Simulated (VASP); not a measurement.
Set up this calculation in VASP 6.6.1, as the native input.

- Task: single point
- Functional: PBE
- Potentials or basis: VASP PAW PBE potentials, release 64 (Be)
- Cutoff: 520 eV
- k mesh: 12 × 12 × 12
- Occupations: fermi-dirac, width 0.05 eV
- Spin: no spin polarisation
- Further INCAR settings: ALGO = Normal; EDIFF = 1e-07; NBANDS = 7

The structure of Be lies in POSCAR:

```
Be
1.0
    2.1739600000      0.0000000000      0.0000000000
    0.0000000000      2.1739600000      0.0000000000
    0.0000000000      0.0000000000      2.1739600000
Be
1
Direct
    0.0000000000      0.0000000000      0.0000000000
```

The cell was built by a generator and needn't be a form met in nature.

The input as run:

INCAR

```
SYSTEM = Be
PREC     = Accurate       ! precision mode
ENCUT    = 520            ! plane-wave cutoff, eV
EDIFF    = 1E-7           ! SCF threshold, eV
ISMEAR   = -1             ! smearing method
SIGMA    = 0.05           ! smearing width, eV
LREAL    = .FALSE.        ! projectors in reciprocal space
LASPH    = .TRUE.         ! aspherical terms in the spheres
NELM     = 100            ! most SCF steps
ALGO     = Normal         ! electronic algorithm
ISIF     = 2              ! what is computed and relaxed
LWAVE    = .FALSE.        ! write WAVECAR
LCHARG   = .FALSE.        ! write CHGCAR
GGA      = PE             ! functional
NBANDS   = 7              ! bands
```

KPOINTS

```
regular mesh
0
G
  12 12 12
  0 0 0
```

Potentials or basis: VASP PAW PBE potentials, release 64 (Be).

Launch:

```sh
$ cat potpaw_PBE.64/Be/POTCAR > POTCAR
$ mpirun -np 1 vasp_std > vasp.out
```

It gave:

The pressure is 0.5 GPa and the band gap on the k mesh is none (metal or under the smearing width).

Run time: 3.4 s on 1 thread of Intel(R) Xeon(R) Platinum 8259CL CPU @ 2.50GHz (Skylake/Cascade Lake), with other jobs on the host, peak memory 0.11 GiB.
